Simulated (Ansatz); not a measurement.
All numbers below come from DFT PBE, scalar-relativistic, plane waves, PAW in Ansatz 0.2.0. Settings: cutoff 420 eV, Γ-centred meshes spaced at most about 0.3 Å⁻¹, and about 0.25 Å⁻¹ or finer for metals (2π included), Gaussian smearing. No spin polarisation.

All energies are static (0 K, no zero-point motion).

Compare these two cells of Cd3In3O2, each relaxed at this level.

A.

```
Cd In O
1.0
     3.34232    0.00000    0.00000
    -1.67116    2.89454    0.00000
     0.00000    0.00000   17.14184
Cd In O
3 3 2
Direct
  0.33333 0.66667 0.19399
  0.66667 0.33333 0.80601
  0.00000 0.00000 0.50000
  0.00000 0.00000 0.00000
  0.33333 0.66667 0.65622
  0.66667 0.33333 0.34378
  0.33333 0.66667 0.06408
  0.66667 0.33333 0.93592
```

B.

```
Cd In O
1.0
     3.37592    0.00000    0.00000
    -1.68796    2.92363    0.00000
     0.00000    0.00000   16.41191
Cd In O
3 3 2
Cartesian
  0.0000 0.0000 0.0000
  0.0000 1.9491 2.7836
  1.6880 0.9745 13.6284
  0.0000 1.9491 11.0401
  0.0000 0.0000 8.2060
  1.6880 0.9745 5.3718
  0.0000 1.9491 15.0275
  1.6880 0.9745 1.3845
```

Task: Which would you expect to be lower, and how large is the difference?

Result: A is lower, by 121 meV/atom. A has space group P-3m1 (No. 164), 20.7 Å³/atom and no gap on its mesh; B has space group P-3m1 (No. 164), 20.2 Å³/atom and no gap. Counting Cd or In atoms around O (for each partner element, those within 1.25 times its shortest distance or 1.15 times the sum of covalent radii, where it is the nearest in units of that sum or under 1.3), A has O 4 and B has O 6. Both come from invented guesses.

In P-3m1 at 20.7 Å³/atom, P-3m1 at 20.2 Å³/atom an odd number of electrons in the primitive cell allows no gap without spin; a larger cell or a magnetic state could open one. Cells relaxed within their symmetry can be saddle points.
